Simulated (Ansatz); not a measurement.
A (110) slab of ZrSi2 (Cmcm (No. 63)), 24 planes, outer planes Zr (top) and Zr (bottom), with 24 atoms (Zr8Si16) in a surface cell of A = 27.466 Å², as cut from the bulk:

```
CELL_PARAMETERS angstrom
3.65677 0.00000 0.00000
0.00000 7.51108 0.00000
0.00000 0.00000 28.50449
ATOMIC_POSITIONS crystal
Zr 0.25000 0.07726 0.26312
Si 0.75000 0.35088 0.28130
Si 0.25000 0.71907 0.30578
Si 0.75000 0.92199 0.31927
Si 0.25000 0.29018 0.34374
Zr 0.75000 0.56380 0.36193
Zr 0.25000 0.95761 0.38810
Si 0.75000 0.23123 0.40629
Si 0.25000 0.59942 0.43076
Si 0.75000 0.80234 0.44425
Si 0.25000 0.17053 0.46872
Zr 0.75000 0.44415 0.48691
Zr 0.25000 0.83796 0.51309
Si 0.75000 0.11158 0.53128
Si 0.25000 0.47977 0.55575
Si 0.75000 0.68269 0.56924
Si 0.25000 0.05089 0.59371
Zr 0.75000 0.32450 0.61190
Zr 0.25000 0.71831 0.63807
Si 0.75000 0.99193 0.65626
Si 0.25000 0.36012 0.68073
Si 0.75000 0.56305 0.69422
Si 0.25000 0.93124 0.71870
Zr 0.75000 0.20486 0.73688
```

Level of theory: DFT PBEsol, scalar-relativistic, plane waves, PAW (Ansatz 0.2.0). Plane waves to 420 eV, a k mesh through Γ of 10×5×1 on the computed 24-atom cell and Gaussian smearing (0.10 eV); no spin polarisation.

Against the same 24 atoms in the bulk, the slab as cut lies 7.801 eV higher and the relaxed slab 6.981 eV higher.

Problem. Work out the surface energy before and after relaxation.

Solution. The slab has two faces, so γ = (E_slab − N·E_bulk)/(2A), the mean of both. As cut: 7.801/(2 × 27.466) = 0.1420 eV/Å², and 1 eV/Å² = 16.02 J/m², so γ = 2.28 J/m². Relaxed: 6.981/(2 × 27.466) = 0.1271 eV/Å² = 2.04 J/m². Relaxation recovers 11 % of the cost of cutting.

Problem. What is the ideal work of this cut, per area?

Solution. Griffith's ideal work is 2γ: 4.55 J/m² if the new faces stay rigid, 4.07 J/m² if they relax. Other cuts parallel to this plane can cost less. One thickness was run, 24 planes, so γ can still shift with it.